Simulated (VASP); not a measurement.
A run of VASP 6.6.1 is set up as follows.

POSCAR

```
Mg
1.0
    3.2093000000      0.0000000000      0.0000000000
   -1.6046500000      2.7793353284      0.0000000000
    0.0000000000      0.0000000000      5.2103000000
Mg
2
Direct
    0.6666666667      0.3333333333      0.7500000000
    0.3333333333      0.6666666667      0.2500000000
```

File INCAR.step1:

```
SYSTEM = Mg
PREC     = Accurate       ! precision mode
ENCUT    = 520            ! plane-wave cutoff, eV
EDIFF    = 1E-5           ! SCF threshold, eV
ISMEAR   = -1             ! smearing method
SIGMA    = 0.05           ! smearing width, eV
LREAL    = .FALSE.        ! projectors in reciprocal space
LASPH    = .TRUE.         ! aspherical terms in the spheres
NELM     = 60             ! most SCF steps
ALGO     = Normal         ! electronic algorithm
ISIF     = 2              ! what is computed and relaxed
LWAVE    = .TRUE.         ! write WAVECAR
LCHARG   = .FALSE.        ! write CHGCAR
NBANDS   = 9              ! bands
GGA      = PE             ! functional
```

The input INCAR.step2:

```
SYSTEM = Mg
PREC     = Accurate       ! precision mode
ENCUT    = 520            ! plane-wave cutoff, eV
EDIFF    = 1E-6           ! SCF threshold, eV
ISMEAR   = -1             ! smearing method
SIGMA    = 0.05           ! smearing width, eV
LREAL    = .FALSE.        ! projectors in reciprocal space
LASPH    = .TRUE.         ! aspherical terms in the spheres
NELM     = 60             ! most SCF steps
ALGO     = Normal         ! electronic algorithm
ISIF     = 2              ! what is computed and relaxed
LWAVE    = .FALSE.        ! write WAVECAR
LCHARG   = .FALSE.        ! write CHGCAR
METAGGA  = TPSS           ! meta-GGA
LHFCALC  = .TRUE.         ! exact exchange
AEXX     = 0.1            ! exact-exchange fraction
LMIXTAU  = .TRUE.       
PRECFOCK = Normal       
NBANDS   = 9              ! bands
ISTART   = 1
```

File KPOINTS:

```
Automatic mesh
0
G
  5 5 3
  0 0 0
```

Contents of KPOINTS_OPT:

```
path GMKGALHA,LM,KH
12
line-mode
reciprocal
 0.0000000000  0.0000000000  0.0000000000  G
 0.5000000000  0.0000000000  0.0000000000  M

 0.5000000000  0.0000000000  0.0000000000  M
 0.3333333333  0.3333333333  0.0000000000  K

 0.3333333333  0.3333333333  0.0000000000  K
 0.0000000000  0.0000000000  0.0000000000  G

 0.0000000000  0.0000000000  0.0000000000  G
 0.0000000000  0.0000000000  0.5000000000  A

 0.0000000000  0.0000000000  0.5000000000  A
 0.5000000000  0.0000000000  0.5000000000  L

 0.5000000000  0.0000000000  0.5000000000  L
 0.3333333333  0.3333333333  0.5000000000  H

 0.3333333333  0.3333333333  0.5000000000  H
 0.0000000000  0.0000000000  0.5000000000  A

 0.5000000000  0.0000000000  0.5000000000  L
 0.5000000000  0.0000000000  0.0000000000  M

 0.3333333333  0.3333333333  0.0000000000  K
 0.3333333333  0.3333333333  0.5000000000  H
```

Potentials or basis: VASP PAW PBE potentials, release 64 (Mg).

Run with:

```console
$ cat potpaw_PBE.64/Mg/POTCAR > POTCAR
$ cp INCAR.step1 INCAR
$ mpirun -np 1 vasp_std > vasp.out
$ cp INCAR.step2 INCAR
$ mpirun -np 1 vasp_std > vasp.out
```

**Question.** Predict the pressure.

**Answer.** -0.8 GPa.

Stress tensor (GPa, compression positive):
```
-1.03  0.00  0.00
 0.00 -1.03  0.00
 0.00  0.00 -0.30
```

Caveat: the k mesh is coarse (spacing up to 0.45 Å⁻¹), so the values aren't converged, least of all with exact exchange; an unscreened hybrid on a path of extra k points without a Coulomb cutoff has errors near the mesh points, so the bands along the path aren't reliable; the PAW data sets were made with another functional, which shifts forces and pressure a little.
